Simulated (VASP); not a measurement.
# Ta (C2/m) in VASP: notebook, part 2 of 2

VASP 6.6.1. Earlier steps stand in the parts before.

## Step 3: Single point, PBE (random cell with space group P6/mmm (No. 191))

Input file INCAR:

```
SYSTEM = Ta
PREC = Accurate ; ENCUT = 520
EDIFF = 1E-7 ; ISMEAR = 0
SIGMA = 0.1 ; LREAL = .False.
LASPH = .True. ; NELM = 100
ALGO = Fast ; ISIF = 2
LWAVE = .False. ; LCHARG = .False.
GGA = PE ; NBANDS = 12
```

Input file KPOINTS:

```
regular mesh
0
Gamma
  9 9 6
  0 0 0
```

Input file POSCAR:

```
Ta
1.0
    2.9038801797      0.0000000000      0.0000000000
   -1.4519400898      2.5148340051      0.0000000000
    0.0000000000      0.0000000000      2.7237727055
Ta
1
Direct
    0.0000000000      0.0000000000      0.5000000000
```

Potentials or basis: VASP PAW PBE potentials, release 64 (Ta_pv).

Command:

```console
> cat potpaw_PBE.64/Ta_pv/POTCAR > POTCAR
> mpirun -np 1 vasp_std > vasp.out
```

OUTCAR:

```text
SYSTEM = Ta
   PREC = Accurate
   ENCUT = 520
   EDIFF = 1E-7
   ISMEAR = 0
   LREAL = .False.
   LASPH = .True.
   NELM = 100
   ISIF = 2
   GGA = PE

 ion  position               nearest neighbor table
   1  0.000  0.000  0.500-

  LATTYP: Found a hexagonal cell.
 ALAT       =     2.9038801797
 C/A-ratio  =     0.9379769608

  Lattice vectors:

 A1 = (   2.9038801797,   0.0000000000,   0.0000000000)
 A2 = (  -1.4519400898,   2.5148340051,   0.0000000000)
 A3 = (   0.0000000000,   0.0000000000,   2.7237727055)

Analysis of symmetry for initial positions (statically):
=====================================================================
 Subroutine PRICEL returns:
 Original cell was already a primitive cell.

 Routine SETGRP: Setting up the symmetry group for a
 hexagonal supercell.

 Subroutine GETGRP returns: Found 24 space group operations
 (whereof 24 operations were pure point group operations)
 out of a pool of 24 trial point group operations.

The static configuration has the point symmetry D_6h.

Analysis of symmetry for dynamics (positions and initial velocities):
=====================================================================
 Subroutine PRICEL returns:
 Original cell was already a primitive cell.

 Routine SETGRP: Setting up the symmetry group for a
 hexagonal supercell.

 Subroutine GETGRP returns: Found 24 space group operations
 (whereof 24 operations were pure point group operations)
 out of a pool of 24 trial point group operations.

The dynamic configuration has the point symmetry D_6h.

 Subroutine INISYM returns: Found 24 space group operations
 (whereof 24 operations are pure point group operations),
 and found     1 'primitive' translations

----------------------------------------------------------------------------------------

                                     Primitive cell

  volume of cell :      19.8911

  direct lattice vectors                    reciprocal lattice vectors
     2.903880180  0.000000000  0.000000000     0.344366826  0.198820280  0.000000000
    -1.451940090  2.514834005  0.000000000     0.000000000  0.397640559  0.000000000
     0.000000000  0.000000000  2.723772706     0.000000000  0.000000000  0.367137830

  length of vectors
     2.903880180  2.903880180  2.723772706     0.397640559  0.397640559  0.367137830

  position of ions in fractional coordinates (direct lattice)
     0.000000000  0.000000000  0.500000000

  ion indices of the primitive-cell ions
   primitive index   ion index
                 1           1

----------------------------------------------------------------------------------------

 KPOINTS: regular mesh

Automatic generation of k-mesh.
 Grid dimensions read from file:
 generate k-points for:    9    9    6

 Generating k-lattice:

  Cartesian coordinates                     Fractional coordinates (reciprocal lattice)
     0.038262981  0.022091142  0.000000000     0.111111111 -0.000000000  0.000000000
     0.000000000  0.044182284  0.000000000     0.000000000  0.111111111  0.000000000
     0.000000000  0.000000000  0.061189638     0.000000000  0.000000000  0.166666667

  Length of vectors
     0.044182284  0.044182284  0.061189638

  Shift w.r.t. Gamma in fractional coordinates (k-lattice)
     0.000000000  0.000000000  0.000000000

 Subroutine IBZKPT returns following result:
 ===========================================

 Found     48 irreducible k-points:

 Following reciprocal coordinates:
            Coordinates               Weight
  0.000000  0.000000  0.000000      1.000000
  0.111111  0.000000  0.000000      6.000000
  0.222222  0.000000  0.000000      6.000000
  0.333333  0.000000  0.000000      6.000000
  0.444444  0.000000  0.000000      6.000000
  0.111111  0.111111  0.000000      6.000000
[... 16 lines left out ...]
  0.333333  0.222222  0.166667     24.000000
  0.333333  0.333333  0.166667      4.000000
 [... further k-points ...]
   k-points           NKPTS =     48   k-points in BZ     NKDIM =     48   number of bands    NBANDS=     12
   number of dos      NEDOS =    301   number of ions     NIONS =      1
   total plane-waves  NPLWV =  11520
   dimension x,y,z NGX =    24 NGY =   24 NGZ =   20
   dimension x,y,z NGXF=    48 NGYF=   48 NGZF=   40
   ions per type =               1
   NGX,Y,Z   is equivalent  to a cutoff of  13.74, 13.74, 12.21 a.u.
   NGXF,Y,Z  is equivalent  to a cutoff of  27.48, 27.48, 24.41 a.u.
 SYSTEM =  Ta
   PREC   = accura    normal or accurate (medium, high low for compatibility)
   ISTART =      0    job   : 0-new  1-cont  2-samecut
   ICHARG =      2    charge: 1-file 2-atom 10-const
   ISPIN  =      1    spin polarized calculation?
   LNONCOLLINEAR =      F non collinear calculations
   LSORBIT =      F    spin-orbit coupling
   LASPH  =      T    aspherical Exc in radial PAW
   ENCUT  =  520.0 eV  38.22 Ry    6.18 a.u.   5.40  5.40  5.06*2*pi/ulx,y,z
   NELM   =    100;   NELMIN=  2; NELMDL= -5     # of ELM steps
   EDIFF  = 0.1E-06   stopping-criterion for ELM
   LREAL  =      F    real-space projection
   EDIFFG = 0.1E-05   stopping-criterion for IOM
   NSW    =      0    number of steps for IOM
   IBRION =     -1    ionic relax: 0-MD 1-quasi-New 2-CG
   NFREE  =      0    steps in history (QN), initial steepest desc. (CG)
   ISIF   =      2    stress and relaxation
   ISYM   =      2    0-nonsym 1-usesym 2-fastsym
   POTIM  = 0.5000    time-step for ionic-motion
   TEBEG  =    0.0;   TEEND  =   0.0 temperature during run
   PSTRESS=    0.0 pullay stress
   NELECT =      11.0000    total number of electrons
   NUPDOWN=      -1.0000    fix difference up-down
   EMIN   =  10.00;   EMAX   =-10.00  energy-range for DOS
   EFERMI =   0.00;   METHOD = LEGACY
   ISMEAR =     0;   SIGMA  =   0.10  broadening in eV -4-tet -1-fermi 0-gaus
   EFERMI_NEDOS =   21; number of points for ismear=-14 and -15
   IALGO  =     68    algorithm
   IMIX   =      4    mixing-type and parameters
     AMIX     =   0.40;   BMIX     =  1.00
     AMIX_MAG =   1.60;   BMIX_MAG =  1.00
  volume/ion in A,a.u.               =      19.89       134.23
  Fermi-wavevector in a.u.,A,eV,Ry     =   1.343753  2.539325 24.567659  1.805672
  Thomas-Fermi vector in A             =   2.471802
   LORBIT       =      0    0 simple, 1 ext, 2 COOP (PROOUT), +10 PAW based schemes
   GGA     = PE    functional components
   LHFCALC =     F    Hartree Fock is set to
   AEXX    =    0.0000 exact exchange contribution
   IVDW    =     0    specifies the selected vdW correction
   LEPSILON=     F    determine dielectric tensor
   LRPA    =     F    only Hartree local field effects (RPA)
 non-spin polarized calculation
 RMM-DIIS sequential band-by-band and
 Gauss-broadening in eV      SIGMA  =   0.10
  energy-cutoff  :      520.00
  volume of cell :       19.89
 maximum number of plane-waves:       551
 NGX is ok and might be reduce to    24
   NGX = 11   NGY = 11   NGZ = 11

 number of electron      11.0000003 magnetization

 Free energy of the ion-electron system (eV)
  ---------------------------------------------------
  ext. energy  EPLUGINS =         0.00000000
  ---------------------------------------------------
  free energy    TOTEN  =       -11.12821477 eV

  energy without entropy =      -11.12418504  energy(sigma->0) =      -11.12619990

 E-fermi :   5.0735     XC(G=0): -12.0449

 val. band max:        5.0642109828   @ k =   0.1111   0.1111   0.3333
 cond. band min:       5.1189883627   @ k =   0.2222   0.2222   0.5000
 fundamental gap:      0.0547773798
 Fermi energy:         5.0734957816

 k-point     1 :       0.0000    0.0000    0.0000
  band No.  band energies     occupation
      1     -28.6677      2.00000
      2     -28.6677      2.00000
      3     -28.4709      2.00000
      4      -2.7316      2.00000
      5       2.2759      2.00000
      6       5.5171      0.00000
      7       5.5171      0.00000
      8      11.1359      0.00000
      9      11.1359      0.00000
     10      17.4953      0.00000
     11      19.1945      0.00000
     12      19.2349      0.00000
[... 331 lines left out ...]
 k-point    24 :       0.3333    0.3333    0.1667
  band No.  band energies     occupation
      1     -29.3460      2.00000
      2     -29.3460      2.00000
      3     -28.6491      2.00000
      4       3.5419      2.00000
      5       3.5419      2.00000
      6       4.5396      2.00000
      7       7.0933      0.00000
      8       7.0933      0.00000
      9      12.0588      0.00000
     10      15.6379      0.00000
     11      15.6379      0.00000
     12      19.1992      0.00000

 [... further k-points ...]

------------------------ aborting loop because EDIFF is reached ----------------------------------------

  FORCE on cell =-STRESS in cart. coord.  units (eV):
  Direction    XX          YY          ZZ          XY          YZ          ZX
  --------------------------------------------------------------------------------------
  -------------------------------------------------------------------------------------
  Total       -0.0366310     -0.0366310      0.0109991     -0.0000000     -0.0000000      0.0000000
  in kB       -2.9505317     -2.9505317      0.8859496     -0.0000000     -0.0000000      0.0000000
  external PRESSURE =      -1.6717046 kB  Pullay stress =       0.0000000 kB

 VOLUME and BASIS-vectors are now :
 -----------------------------------------------------------------------------
  energy-cutoff  :      520.00
  volume of cell :       19.89
      direct lattice vectors                 reciprocal lattice vectors
     2.903880180  0.000000000  0.000000000     0.344366826  0.198820280  0.000000000
    -1.451940090  2.514834005  0.000000000     0.000000000  0.397640559  0.000000000
     0.000000000  0.000000000  2.723772706     0.000000000  0.000000000  0.367137830

 POSITION                                       TOTAL-FORCE (eV/Angst)
 -----------------------------------------------------------------------------------
      0.00000      0.00000      1.36189         0.000000      0.000000      0.000000
 -----------------------------------------------------------------------------------
    total drift:                                0.000000      0.000000     -0.000000

  FREE ENERGIE OF THE ION-ELECTRON SYSTEM (eV)
  ---------------------------------------------------
  free  energy   TOTEN  =       -11.1282147699 eV

  energy  without entropy=      -11.1241850393  energy(sigma->0) =      -11.12619990
```

stdout:

```text
POSCAR found type information on POSCAR Ta
 POSCAR found :  1 types and       1 ions
 scaLAPACK will be used
 LDA part: xc-table for (Slater+PW92), standard interpolation
 POSCAR, INCAR and KPOINTS ok, starting setup
 FFT: planning ... GRIDC
 FFT: planning ... GRID_SOFT
 FFT: planning ... GRID
 WAVECAR not read
 entering main loop
```

Run time: 4.4 s. Hardware: 1 thread of Intel Xeon 6975P-C (Granite Rapids), shared host; peak memory 0.13 GiB.

What came out:

```
Free energy            : -11.1282 eV
Pressure               : -0.2 GPa
Band gap on the k mesh : none (metal or under the smearing width)
```

Stress tensor (GPa, compression positive):
```
-0.30  0.00  0.00
 0.00 -0.30  0.00
 0.00  0.00  0.09
```

Levels at points of the mesh, in eV from the Fermi level:
```csv
k point,band 1,band 2,band 3,band 4,band 5,band 6,band 7,band 8,band 9,band 10
"(0.00, 0.00, 0.00)",-33.74,-33.74,-33.54,-7.81,-2.80,0.44,0.44,6.06,6.06,12.42
"(0.00, 0.00, 0.50)",-34.78,-33.63,-33.63,-4.38,-0.39,1.31,1.31,2.48,2.48,10.27
```

Caveat: the k mesh is coarse (spacing up to 0.38 Å⁻¹), so the values aren't converged.
